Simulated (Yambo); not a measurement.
# AlN (F-43m) in Yambo: a series of runs, part 2 of 2

Yambo 5.3.0. The steps go on from the part before.

### Step 4. Optical spectrum by the Bethe-Salpeter equation, LDA

Input file bse7.in:

```
optics
bse
bss
rim_cut
RandQpts= 1000000
RandGvec= 50 RL
BSKmod= "HF"
BSEmod= "retarded"
BSSmod= "d"
% BSEQptR
 1 | 1 |
%
% BSEBands
 3 | 6 |
%
BSENGexx= 10 Ry
BSENGBlk= 5 Ry
% BEnRange
 0 | 20 | eV
%
% BDmRange
 0.05 | 0.05 | eV
%
BEnSteps= 200
% BLongDir
 1 | 1 | 1 |
%
BSEprop= "abs"
WRbsWF
```

Input file scf.in:

```
&CONTROL
  calculation = 'scf'
  prefix = 'pwscf'
  outdir = './tmp'
  pseudo_dir = './pseudo'
/
&SYSTEM
  ibrav = 0
  nat = 2
  ntyp = 2
  ecutwfc = 84
  nbnd = 9
  occupations = 'smearing'
  smearing = 'fd'
  degauss = 0.00367493
  force_symmorphic = .true.
/
&ELECTRONS
  conv_thr = 4d-10
  electron_maxstep = 120
  mixing_beta = 0.5
/
ATOMIC_SPECIES
Al    26.9815 Al.upf
N     14.0070 N.upf
CELL_PARAMETERS angstrom
   0.0000000000    2.1839935596    2.1839935596
   2.1839935596    0.0000000000    2.1839935596
   2.1839935596    2.1839935596    0.0000000000
ATOMIC_POSITIONS crystal
Al     0.0000000000    0.0000000000    0.0000000000
N      0.2500000000    0.2500000000    0.2500000000
K_POINTS automatic
10 10 10 0 0 0
```

Input file nscf.in:

```
&CONTROL
  calculation = 'nscf'
  prefix = 'pwscf'
  outdir = './tmp'
  pseudo_dir = './pseudo'
/
&SYSTEM
  ibrav = 0
  nat = 2
  ntyp = 2
  ecutwfc = 84
  nbnd = 54
  occupations = 'fixed'
  force_symmorphic = .true.
/
&ELECTRONS
  conv_thr = 1d-08
  diago_full_acc = .true.
  diago_thr_init = 1d-06
/
ATOMIC_SPECIES
Al    26.9815 Al.upf
N     14.0070 N.upf
CELL_PARAMETERS angstrom
   0.0000000000    2.1839935596    2.1839935596
   2.1839935596    0.0000000000    2.1839935596
   2.1839935596    2.1839935596    0.0000000000
ATOMIC_POSITIONS crystal
Al     0.0000000000    0.0000000000    0.0000000000
N      0.2500000000    0.2500000000    0.2500000000
K_POINTS automatic
6 6 6 0 0 0
```

Potentials or basis: PseudoDojo 0.4.1 SR LDA standard.

The run is started by

```bash
$ OMP_NUM_THREADS=1 pw.x -in scf.in > scf.out
$ OMP_NUM_THREADS=1 pw.x -in nscf.in > nscf.out
$ cd tmp/pwscf.save; p2y; mv SAVE ../..; cd ../..
$ OMP_NUM_THREADS=1 yambo
$ mkdir -p bse7; ln -s $PWD/g0w00/ndb.RIM bse7/
$ OMP_NUM_THREADS=1 yambo -F bse7.in -J bse7 -C bse7_out
$ OMP_NUM_THREADS=1 ypp -J bse7 -C bse7_out -e s -b 1
```

Yambo's report:

```text
[... sections 02.01 to 02.04 as in the set-up run ...]

  [02.05] Energies & Occupations
  ==============================

  [X] === General ===
  [X] Electronic Temperature                        :  0.000000  0.000000 [eV K]
  [X] Bosonic    Temperature                        :  0.000000  0.000000 [eV K]
  [X] Finite Temperature mode                       : no
  [X] El. density                                   :  0.38398E+24 [cm-3]
  [X] Fermi Level                                   :  6.646735 [eV]

  [X] === Gaps and Widths ===
  [X] Conduction Band Min                           :  3.258602 [eV]
  [X] Valence Band Max                              :  0.000000 [eV]
  [X] Filled Bands                                  :   4
  [X] Empty Bands                                   :    5   54
  [X] Direct Gap                                    :  4.243718 [eV]
  [X] Direct Gap localized at k                     :  1
  [X] Indirect Gap                                  :  3.258602 [eV]
  [X] Indirect Gap between kpts                     :   1  13
  [X] Last valence band width                       :  2.533761 [eV]
  [X] 1st conduction band width                     :  4.645098 [eV]

 [03] Transferred momenta grid and indexing
 ==========================================

 IBZ Q-points                                      :  16
 BZ  Q-points                                      :  216

 K/Q-points units:
 rlu = crystal or reduced units; cc = cartesian coordinates; iku = interal k-units

 Q [ 1]         [rlu]:  0.000000  0.000000  0.000000
 Q [ 2]         [rlu]:  0.37242E-17  0.37242E-17  0.16667
 Q [ 3]         [rlu]:  0.74483E-17  0.74483E-17  0.33333
 Q [ 4]         [rlu]:  0.10596E-16  0.10596E-16 -0.50000
 Q [ 5]         [rlu]:  0.11424E-17  0.16667      0.16667
 Q [ 6]         [rlu]:  0.37242E-17  0.16667      0.33333
 Q [ 7]         [rlu]:  0.16156E-16  0.16667      0.50000
 Q [ 8]         [rlu]:  0.10596E-16  0.16667     -0.33333
 Q [ 9]         [rlu]: -0.74483E-17  0.16667     -0.16667
 Q [10]         [rlu]:  0.22848E-17  0.33333      0.33333
 Q [11]         [rlu]:  0.80778E-17  0.33333      0.50000
 Q [12]         [rlu]:  0.25179E-17  0.33333     -0.33333
 Q [13]         [rlu]: -0.39890E-16 -0.50000     -0.50000
 Q [14]         [rlu]:  0.166667  0.333333  0.500000
 Q [15]         [rlu]:  0.166667  0.333333 -0.333333
 Q [16]         [rlu]:  0.166667 -0.500000 -0.333333

 [04] Coloumb potential Random Integration (RIM)
 ===============================================
[... 70 lines left out ...]
   [BSE] Correlation components :   51  229

   [06.01.06] Main kernel loop
   ===========================

   [WR./bse7//ndb.BS_Q1_CPU_0]-----------------------------------------------------
    Brillouin Zone Q/K grids (IBZ/BZ)                :   16  216   16  216
    RL vectors                                       :  2421 [WF]
    Coulomb cutoff potential                         : none
    Parallel CPUs
    Parallel Roles
    Fragmentation                                    : no
    BS kernel          wavefunctions                 : Slater exchange(X)+Perdew & Wang(C)
    Static diel. fun.  energies                      : Slater exchange(X)+Perdew & Wang(C)
    wavefunctions                                    : Slater exchange(X)+Perdew & Wang(C)
    [K] Identifier                                   :  3004
    [K] Dimension                                    :   864
    [K] Bands                                        :   3   6
    [K] Exchange                                     : yes [res]
    [K] Correlation                                  : yes [res]
    [K] Kernel`s coupling                            : no
    [K] Exchange                                     : no [cpl]
    [K] Correlation                                  : no [cpl]
    [K] W interaction is bare                        : yes
    [K] ALDA kernel in R-space                       : no
    [K] RL vectors                                   :   89 [exchange]
    [K] RL vectors                                   :   51 [correlation]
    [K] E/h energy range                             : -1.000000 -1.000000 [eV]
    [K] Coupling range                               :  100.0000  100.0000 [o/o]
    [W] Interaction is diagonal                      : yes
    [W] Matrix size                                  :  1
    [RIM] RL components                              :   51 [col]
    [RIM] Random points                              :  1000000 [col]
    [SOC] Perturbative SOC                           : no
    [K] Kernel long-range exchange                   : BAR

   [06.01.07] Wave-Function Phases
   ===============================

   [BSE] WF phases found       :  67.41536 [o/o]

  [06.02] BSE solver(s) @q1
  =========================

  [06.03] Diago Solver @q1
  ========================

  [WR./bse7//ndb.BS_diago_Q1]-----------------------------------------------------
   BS kernel          energies                      : Slater exchange(X)+Perdew & Wang(C)
   [K] Identifier                                   :  3004
   [K] Dimension                                    :   864
   [K] Bands                                        :   3   6
   [K] Exchange                                     : yes [res]
   [K] Correlation                                  : yes [res]
   [K] Kernel`s coupling                            : no
   [K] Exchange                                     : no [cpl]
   [K] Correlation                                  : no [cpl]
   [K] W interaction is bare                        : yes
   [K] ALDA kernel in R-space                       : no
   [K] RL vectors                                   :   89 [exchange]
   [K] RL vectors                                   :   51 [correlation]
   [K] E/h energy range                             : -1.000000 -1.000000 [eV]
   [K] Coupling range                               :  100.0000  100.0000 [o/o]
   [W] Interaction is diagonal                      : yes
   [W] Matrix size                                  :  1
   [RIM] RL components                              :   51 [col]
   [RIM] Random points                              :  1000000 [col]
   [SOC] Perturbative SOC                           : no
   [K] Kernel long-range exchange                   : BAR
   [BSS] Eigenstates included                       : yes
   [BSS] Field direction                            :  0.577350E-5  0.577350E-5  0.577350E-5
   [BSS] Eigenstates computed                       :   864
   [BSS] Number of BSE matrices                     :  1
```

o-bse7.exc_qpt1_E_sorted:

```text
# [K] Identifier                                  :  3004
# [K] Dimension                                   :   864
# [K] Bands                                       :   3   6
# [K] Exchange                                    : yes [res]
# [K] Correlation                                 : yes [res]
# [K] Kernel`s coupling                           : no
# [K] Exchange                                    : no [cpl]
# [K] Correlation                                 : no [cpl]
[... 20 lines left out ...]
#
    0.990833440        0.727699663         1.00000000
    0.991066816         1.00000000         2.00000000
     1.28198715        0.871363231         3.00000000
     1.64550665        0.600290976E-7      4.00000000
     1.64557630        0.152266370E-7      5.00000000
     1.64564964        0.487279201E-7      6.00000000
[... 43 lines left out ...]
     4.06045996        0.579879802E-7      50.0000000
     4.08134510        0.238425124E-1      51.0000000
[... 815 further lines ...]
```

Wall time 32 s (1 thread of Arm Neoverse V1, shared host); peak memory 0.25 GiB.

What came out:

- Band gap on the k mesh, mean-field level: 3.26 eV, indirect (least direct gap 4.24 eV)
- Lowest exciton energy: 0.99 eV
- Lowest bright exciton energy: 0.99 eV

Dielectric function (along the field direction of the input):
| energy (eV) | real part | imaginary part |
| --- | --- | --- |
| 0.30 | 17.01 | 0.42 |
| 0.90 | 51.88 | 23.31 |
| 1.61 | -6.99 | 1.76 |
| 2.31 | -3.57 | 1.04 |
| 3.02 | 1.57 | 0.40 |
| 3.62 | -0.63 | 1.23 |
| 4.32 | 3.72 | 7.75 |
| 5.03 | -0.97 | 0.52 |
| 5.73 | 0.05 | 0.95 |
| 6.33 | 3.00 | 1.67 |
| 7.04 | 0.72 | 0.78 |
| 7.74 | -1.04 | 0.42 |
| 8.44 | -1.36 | 1.65 |
| 9.05 | -0.33 | 0.59 |
| 9.75 | 0.21 | 0.28 |
| 10.45 | 0.33 | 0.19 |
| 11.16 | 0.28 | 0.02 |
| 11.76 | 0.41 | 0.01 |
| 12.46 | 0.51 | 0.01 |
| 13.17 | 0.58 | 0.00 |
| 13.87 | 0.63 | 0.00 |
| 14.47 | 0.67 | 0.00 |
| 15.18 | 0.70 | 0.00 |
| 15.88 | 0.73 | 0.00 |
| 16.58 | 0.76 | 0.00 |
| 17.19 | 0.78 | 0.00 |
| 17.89 | 0.80 | 0.00 |
| 18.59 | 0.81 | 0.00 |
| 19.30 | 0.83 | 0.00 |
| 20.00 | 0.84 | 0.00 |

Lowest exciton energies (eV): 0.99, 0.99, 1.28, 1.65, 1.65, 1.65, 2.09, 2.09

Excitons:
| energy (eV) | strength (relative to the strongest) |
| --- | --- |
| 0.991 | 0.73 |
| 0.991 | 1 |
| 1.282 | 0.87 |
| 1.646 | 6e-08 |
| 1.646 | 1.5e-08 |
| 1.646 | 4.9e-08 |
| 2.094 | 0.031 |
| 2.094 | 0.26 |
| 2.157 | 2.6e-09 |
| 2.158 | 8e-09 |
| 2.158 | 1.5e-09 |
| 2.247 | 1.3e-08 |

Caveat: the transitions start from uncorrected Kohn-Sham levels, so peaks lie too low; an unscreened exchange kernel binds far too strongly; spectra need much finer meshes, so this one isn't converged.

### Step 5. Optical spectrum by the Bethe-Salpeter equation, LDA

Input file bse8.in:

```
optics
bse
bss
rim_cut
em1s
RandQpts= 1000000
RandGvec= 50 RL
Chimod= "HARTREE"
% BndsRnXs
 1 | 29 |
%
NGsBlkXs= 5 Ry
% LongDrXs
 1 | 1 | 0 |
%
BSKmod= "SEX"
BSEmod= "retarded"
BSSmod= "d"
% BSEQptR
 1 | 1 |
%
% BSEBands
 3 | 7 |
%
BSENGexx= 30 Ry
BSENGBlk= 5 Ry
% BEnRange
 0 | 20 | eV
%
% BDmRange
 0.2 | 0.2 | eV
%
BEnSteps= 200
% BLongDir
 1 | 1 | 0 |
%
BSEprop= "abs"
WRbsWF
% KfnQP_E
 1.48 | 1.0 | 1.0 |
%
```

scf.in is that of step 4.

nscf.in is that of step 4.

Potentials or basis: PseudoDojo 0.4.1 SR LDA standard.

The run is started by

```bash
$ OMP_NUM_THREADS=1 pw.x -in scf.in > scf.out
$ OMP_NUM_THREADS=1 pw.x -in nscf.in > nscf.out
$ cd tmp/pwscf.save; p2y; mv SAVE ../..; cd ../..
$ OMP_NUM_THREADS=1 yambo
$ mkdir -p bse8; ln -s $PWD/g0w00/ndb.RIM bse8/
$ OMP_NUM_THREADS=1 yambo -F bse8.in -J bse8 -C bse8_out
$ OMP_NUM_THREADS=1 ypp -J bse8 -C bse8_out -e s -b 1
```

Yambo's report:

```text
[... sections 02.01 to 02.04 as in the set-up run ...]

  [02.05] Energies & Occupations
  ==============================

  [X] === General ===
  [X] Electronic Temperature                        :  0.000000  0.000000 [eV K]
  [X] Bosonic    Temperature                        :  0.000000  0.000000 [eV K]
  [X] Finite Temperature mode                       : no
  [X] El. density                                   :  0.38398E+24 [cm-3]
  [X] Fermi Level                                   :  6.646735 [eV]

  [X] === Gaps and Widths ===
  [X] Conduction Band Min                           :  3.258602 [eV]
  [X] Valence Band Max                              :  0.000000 [eV]
  [X] Filled Bands                                  :   4
  [X] Empty Bands                                   :    5   54
  [X] Direct Gap                                    :  4.243718 [eV]
  [X] Direct Gap localized at k                     :  1
  [X] Indirect Gap                                  :  3.258602 [eV]
  [X] Indirect Gap between kpts                     :   1  13
[... 283 lines left out ...]
    [K] Exchange                                     : yes [res]
    [K] Correlation                                  : yes [res]
    [K] Kernel`s coupling                            : no
    [K] Exchange                                     : no [cpl]
    [K] Correlation                                  : no [cpl]
    [K] W interaction is bare                        : no
    [K] ALDA kernel in R-space                       : no
    [K] RL vectors                                   :   411 [exchange]
    [K] RL vectors                                   :   51 [correlation]
    [K] E/h energy range                             : -1.000000 -1.000000 [eV]
    [K] Coupling range                               :  100.0000  100.0000 [o/o]
    [W] Interaction is diagonal                      : no
    [W] Matrix size                                  :   51
    [W] Bands                                        :   1  29
    [W] e/h energy range                             : -1.000000 -1.000000 [eV]
    [W] Poles                                        :  100.0000 [o/o]
    [W] RL vectors in the sum                        :  2421
    [W] [r,Vnl] included                             : yes
    [W] Field direction                              :  0.707107E-5  0.707107E-5   0.00000
    [W] Coulomb Cutoff                               : none
    [W] Hxc Kernel                                   : HARTREE
    [RIM] RL components                              :   51 [col]
    [RIM] Random points                              :  1000000 [col]
    [SOC] Perturbative SOC                           : no
    [K] Kernel long-range exchange                   : BAR
    [BSS] Eigenstates included                       : yes
    [BSS] Field direction                            :  0.707107E-5  0.707107E-5   0.00000
    [BSS] Eigenstates computed                       :  1296
    [BSS] Number of BSE matrices                     :  1
```

o-bse8.eps_q1_diago_bse:

```text
# Absorption @ Q(1):  0.707106781     0.707106781      0.00000000    [q->0 direction]
#
[... 52 lines left out ...]
#
        0.000000           0.000000           4.179249           0.000000           3.660989
        0.100503           0.002212           4.179802           0.001282           3.661310
        0.201005           0.004429           4.181465           0.002567           3.662275
        0.301508           0.006657           4.184240           0.003856           3.663884
        0.402010           0.008902           4.188136           0.005151           3.666142
        0.502513           0.011170           4.193161           0.006456           3.669051
[... 192 lines left out ...]
        19.89950           0.023500           0.184783           0.036838          -0.096429
        20.00000           0.022909           0.196427           0.035697          -0.078248
#
```

It took 70 s on 1 thread of Arm Neoverse V1, shared host; peak memory 0.28 GiB.

Results:

```
Band gap on the k mesh, mean-field level : 3.26 eV, indirect (least direct gap 4.24 eV)
Exciton binding energy                   : 0.49 eV
Lowest exciton energy                    : 5.23 eV
Lowest bright exciton energy             : 5.23 eV
```

Dielectric function (along the field direction of the input):
```
energy (eV)  real part  imaginary part
       0.30       4.18            0.01
       0.80       4.22            0.02
       1.31       4.28            0.03
       1.81       4.37            0.05
       2.31       4.51            0.06
       2.81       4.70            0.09
       3.32       4.97            0.13
       3.82       5.35            0.19
       4.32       5.95            0.31
       4.82       7.01            0.75
       5.33       6.72            2.34
       5.83       9.39            3.25
       6.33       9.17            5.32
       6.83       4.18           10.53
       7.34       0.32            4.61
       7.84       5.38            6.83
       8.34      -2.23            6.75
       8.84      -1.31            4.90
       9.35      -0.58            1.98
       9.85       1.79            2.62
      10.35      -1.11            3.87
      10.85       0.51            3.70
      11.36       0.32            4.47
      11.86      -1.86            4.04
      12.36      -1.28            3.05
      12.86      -1.90            3.13
      13.37      -1.91            1.43
      13.87      -1.93            1.32
      14.37      -1.46            0.82
      14.87      -1.39            0.33
      15.38      -0.90            0.18
      15.88      -0.65            0.28
      16.38      -0.60            0.17
      16.88      -0.38            0.10
      17.39      -0.27            0.07
      17.89      -0.14            0.05
      18.39      -0.04            0.04
      18.89       0.05            0.03
      19.40       0.12            0.03
      20.00       0.20            0.02
```

Lowest exciton energies (eV): 5.23, 5.23, 6.01, 6.01, 6.01, 6.03, 6.03, 6.03

Excitons:
```tsv
energy (eV)	strength (relative to the strongest)
5.231	0.15
5.232	0.11
6.012	0.00013
6.013	4.4e-06
6.013	0.00021
6.026	0.1
6.027	0.14
6.027	0.3
6.596	0.057
6.610	0.55
6.610	0.53
6.711	1.5e-05
```

Caveat: the scissor is the correction of the direct gap in an earlier G0W0 run on the same states; exciton energies and binding change strongly with the k mesh and aren't converged on this one; spectra need much finer meshes, so this one isn't converged. A k mesh can miss the band edges.
